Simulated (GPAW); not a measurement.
# PbSe (Clausthalite) (Fm-3m) in GPAW: notebook, part 2 of 2

GPAW 26.7.0. The steps go on from the part before.

## (4) Band structure, BP86, spin-orbit coupling, no magnetisation

run.py

```python
import numpy as np
import spglib
from ase import Atoms
from ase.dft.bandgap import bandgap
from ase.io import read, write
from ase.units import GPa
from gpaw import GPAW, PW, setup_paths
from gpaw.spinorbit import soc_eigenstates

setup_paths.insert(0, '.')

atoms = read('PbSe.cif')
cell, positions, numbers = spglib.find_primitive(
    (atoms.cell[:], atoms.get_scaled_positions(), atoms.numbers), symprec=1e-4)
atoms = Atoms(numbers, cell=cell, scaled_positions=positions, pbc=True)

calc = GPAW(mode=PW(600),
            xc='GGA_X_B88+GGA_C_P86',
            kpts={'size': (6, 6, 6), 'gamma': True},
            occupations={'name': 'fermi-dirac', 'width': 0.05},
            nbands=19,
            convergence={'density': 1e-05, 'energy': 1e-05},
            maxiter=150,
            txt='gpaw.txt')
atoms.calc = calc
energy = atoms.get_potential_energy()
forces = atoms.get_forces()
stress = atoms.get_stress()
calc.write('gs.gpw')
write('result.traj', atoms)
print(f'Energy: {energy:.6f} eV')
print('Forces (eV/A):')
print(forces.round(4))
print('Stress (GPa):', (stress / GPa).round(3))
print('Fermi level:', round(calc.get_fermi_level(), 4), 'eV')
print(f'Gap: {bandgap(calc)[0]:.4f} eV, direct: {bandgap(calc, direct=True)[0]:.4f} eV')

path = atoms.cell.bandpath('GXWKGLUWLK,UX', npoints=80, eps=1e-4)
bs_calc = calc.fixed_density(kpts=path, symmetry='off', nbands=31,
                             convergence={'bands': 'CBM+6.0', 'eigenstates': 1e-6}, txt='bands.txt')
bs = bs_calc.band_structure()
bs.write('bs.json')
print(f'Gap on the path: {bandgap(bs_calc)[0]:.4f} eV')

soc = soc_eigenstates(bs_calc, theta=54.7, phi=45)
np.savetxt('soc_bands.dat', soc.eigenvalues(), fmt='%.4f')
mesh = soc_eigenstates('gs.gpw', theta=54.7, phi=45)
np.savetxt('soc_mesh.dat', mesh.eigenvalues(), fmt='%.4f')
print('Fermi level with spin-orbit coupling:', round(mesh.fermi_level, 4), 'eV')
```

PbSe.cif

```cif
data_PbSe
_cell_length_a 6.12130000
_cell_length_b 6.12130000
_cell_length_c 6.12130000
_cell_angle_alpha 90.00000000
_cell_angle_beta 90.00000000
_cell_angle_gamma 90.00000000
_space_group_name_H-M_alt 'Fm-3m'
_space_group_name_Hall '-F 4 2 3'
_space_group_IT_number 225
loop_
_space_group_symop_operation_xyz
'x,y,z'
'-x,-y,-z'
'-y,x,z'
'y,-x,-z'
'-x,-y,z'
'x,y,-z'
'y,-x,z'
'-y,x,-z'
'x,-y,-z'
'-x,y,z'
'-y,-x,-z'
'y,x,z'
'-x,y,-z'
'x,-y,z'
'y,x,-z'
'-y,-x,z'
'z,x,y'
'-z,-x,-y'
'z,-y,x'
'-z,y,-x'
'z,-x,-y'
'-z,x,y'
'z,y,-x'
'-z,-y,x'
'-z,x,-y'
'z,-x,y'
'-z,-y,-x'
'z,y,x'
'-z,-x,y'
'z,x,-y'
'-z,y,x'
'z,-y,-x'
'y,z,x'
'-y,-z,-x'
'x,z,-y'
'-x,-z,y'
'-y,z,-x'
'y,-z,x'
'-x,z,y'
'x,-z,-y'
'-y,-z,x'
'y,z,-x'
'-x,-z,-y'
'x,z,y'
'y,-z,-x'
'-y,z,x'
'x,-z,y'
'-x,z,-y'
'x,y+1/2,z+1/2'
'-x,-y+1/2,-z+1/2'
'-y,x+1/2,z+1/2'
[... 62 lines left out ...]
'-z+1/2,-x,-y+1/2'
'z+1/2,-y,x+1/2'
'-z+1/2,y,-x+1/2'
'z+1/2,-x,-y+1/2'
'-z+1/2,x,y+1/2'
'z+1/2,y,-x+1/2'
'-z+1/2,-y,x+1/2'
'-z+1/2,x,-y+1/2'
'z+1/2,-x,y+1/2'
'-z+1/2,-y,-x+1/2'
'z+1/2,y,x+1/2'
'-z+1/2,-x,y+1/2'
'z+1/2,x,-y+1/2'
'-z+1/2,y,x+1/2'
'z+1/2,-y,-x+1/2'
'y+1/2,z,x+1/2'
'-y+1/2,-z,-x+1/2'
'x+1/2,z,-y+1/2'
'-x+1/2,-z,y+1/2'
'-y+1/2,z,-x+1/2'
'y+1/2,-z,x+1/2'
'-x+1/2,z,y+1/2'
'x+1/2,-z,-y+1/2'
'-y+1/2,-z,x+1/2'
'y+1/2,z,-x+1/2'
'-x+1/2,-z,-y+1/2'
'x+1/2,z,y+1/2'
'y+1/2,-z,-x+1/2'
'-y+1/2,z,x+1/2'
'x+1/2,-z,y+1/2'
'-x+1/2,z,-y+1/2'
'x+1/2,y+1/2,z'
'-x+1/2,-y+1/2,-z'
'-y+1/2,x+1/2,z'
'y+1/2,-x+1/2,-z'
'-x+1/2,-y+1/2,z'
'x+1/2,y+1/2,-z'
'y+1/2,-x+1/2,z'
'-y+1/2,x+1/2,-z'
'x+1/2,-y+1/2,-z'
'-x+1/2,y+1/2,z'
'-y+1/2,-x+1/2,-z'
'y+1/2,x+1/2,z'
'-x+1/2,y+1/2,-z'
'x+1/2,-y+1/2,z'
'y+1/2,x+1/2,-z'
'-y+1/2,-x+1/2,z'
'z+1/2,x+1/2,y'
'-z+1/2,-x+1/2,-y'
'z+1/2,-y+1/2,x'
'-z+1/2,y+1/2,-x'
'z+1/2,-x+1/2,-y'
'-z+1/2,x+1/2,y'
'z+1/2,y+1/2,-x'
'-z+1/2,-y+1/2,x'
'-z+1/2,x+1/2,-y'
'z+1/2,-x+1/2,y'
'-z+1/2,-y+1/2,-x'
'z+1/2,y+1/2,x'
'-z+1/2,-x+1/2,y'
'z+1/2,x+1/2,-y'
'-z+1/2,y+1/2,x'
'z+1/2,-y+1/2,-x'
'y+1/2,z+1/2,x'
'-y+1/2,-z+1/2,-x'
'x+1/2,z+1/2,-y'
'-x+1/2,-z+1/2,y'
'-y+1/2,z+1/2,-x'
'y+1/2,-z+1/2,x'
'-x+1/2,z+1/2,y'
'x+1/2,-z+1/2,-y'
'-y+1/2,-z+1/2,x'
'y+1/2,z+1/2,-x'
'-x+1/2,-z+1/2,-y'
'x+1/2,z+1/2,y'
'y+1/2,-z+1/2,-x'
'-y+1/2,z+1/2,x'
'x+1/2,-z+1/2,y'
'-x+1/2,z+1/2,-y'
loop_
_atom_site_label
_atom_site_type_symbol
_atom_site_symmetry_multiplicity
_atom_site_Wyckoff_symbol
_atom_site_fract_x
_atom_site_fract_y
_atom_site_fract_z
_atom_site_occupancy
Pb1 Pb 4 a 0.0000000000 0.0000000000 0.0000000000 1
Se1 Se 4 b 0.5000000000 0.0000000000 0.0000000000 1
```

Potentials or basis: PAW data sets generated in the run's folder for this functional, pw.

On the command line:

```console
$ gpaw-setup -f GGA_X_B88+GGA_C_P86 Pb Se
$ OMP_NUM_THREADS=1 python run.py
```

Run time: 62 s. Hardware: 1 thread of Arm Neoverse V1, shared host; peak memory 0.31 GiB.

Results (log left out):

* Free energy: -8.1765 eV
* Pressure: 2.5 GPa
* Band gap on the k mesh: 0.41 eV, direct
* Band gap along the path: 0.41 eV, indirect (least direct gap 0.48 eV)

Levels at the corners of the path, in eV from the valence-band top:
```
point  band 16  band 17  band 18  band 19  band 20  band 21  band 22  band 23  band 24  band 25
    Γ    -2.07    -1.28    -1.28    -1.28    -1.28     3.06     3.06     6.00     6.00     6.00
    X    -4.67    -3.18    -3.18    -2.59    -2.59     4.18     4.18     4.65     4.65     6.67
    W    -4.09    -3.73    -3.73    -0.41    -0.41     1.95     1.95     5.25     5.25     5.49
    K    -4.27    -2.53    -2.53    -1.90    -1.90     3.21     3.21     4.55     4.56     5.85
    Γ    -2.07    -1.28    -1.28    -1.28    -1.28     3.06     3.06     6.00     6.00     6.00
    L    -1.21    -0.97    -0.97    -0.07    -0.07     0.41     0.41     1.77     1.77     2.77
    U    -4.27    -2.53    -2.53    -1.90    -1.90     3.21     3.21     4.55     4.55     5.85
    W    -4.09    -3.73    -3.73    -0.41    -0.41     1.95     1.95     5.25     5.25     5.49
    L    -1.21    -0.97    -0.97    -0.07    -0.07     0.41     0.41     1.77     1.77     2.77
    K    -4.27    -2.53    -2.53    -1.90    -1.90     3.21     3.21     4.55     4.56     5.85
    U    -4.27    -2.53    -2.53    -1.90    -1.90     3.21     3.21     4.55     4.55     5.85
    X    -4.67    -3.18    -3.18    -2.59    -2.59     4.18     4.18     4.65     4.65     6.67
```

Caveat: spin-orbit coupling was added after a scalar SCF, so levels and gaps hold it while energy, forces, pressure and moments don't; this program's spin-orbit splittings come out too wide for heavy elements.

## (5) Summary

```csv
task,level,potentials or basis,spin,band path,band points,spin axis theta (degrees),spin axis phi (degrees),gap on the mesh (eV),pressure (GPa)
equation of state,vdW-DF,"GPAW PAW data sets (gpaw-data 1.2.1), pw",off,-,-,-,-,-,-
band structure,M06-L,"GPAW PAW data sets (gpaw-data 1.2.1), pw","SOC, no magnetisation","GXWKGLUWLK,UX",80,0,0,0.24,5.1
band structure,BP86,"PAW data sets generated in the run's folder for this functional, pw","SOC, no magnetisation","GXWKGLUWLK,UX",80,54.7,45,0.41,2.5
```

Alike in all rows: cell as given; k mesh 6 × 6 × 6; cutoff (eV) 600; smearing fermi-dirac 0.05 eV.

Caveats: the PAW data sets were made with another functional, which shifts forces and pressure a little (some runs); spin-orbit coupling was added after a scalar SCF, so levels and gaps hold it while energy, forces, pressure and moments don't (some runs); this program's spin-orbit splittings come out too wide for heavy elements (some runs).

Absolute energies hang on the potentials; compare differences alone.

## (6) How close it comes

Step 3. A measured gap of PbSe is 0.28 eV (direct; 300 K; a printed reference work, monograph); the calculated 0.24 eV misses it by -0.04 eV. 2 values of this kind are on record (0.15 to 0.28 eV); this one was drawn at random. The value is that of M06-L on a finite k mesh, which can miss the band edges, without temperature or zero-point motion.

Step 4. Measured direct gap of PbSe: 0.15 eV (direct; 4.2 K; a printed reference work, monograph). This calculation gives 0.48 eV (+0.33 eV). 2 values of this kind are on record (0.15 to 0.28 eV); this one was drawn at random. The value is that of BP86, without temperature or zero-point motion.
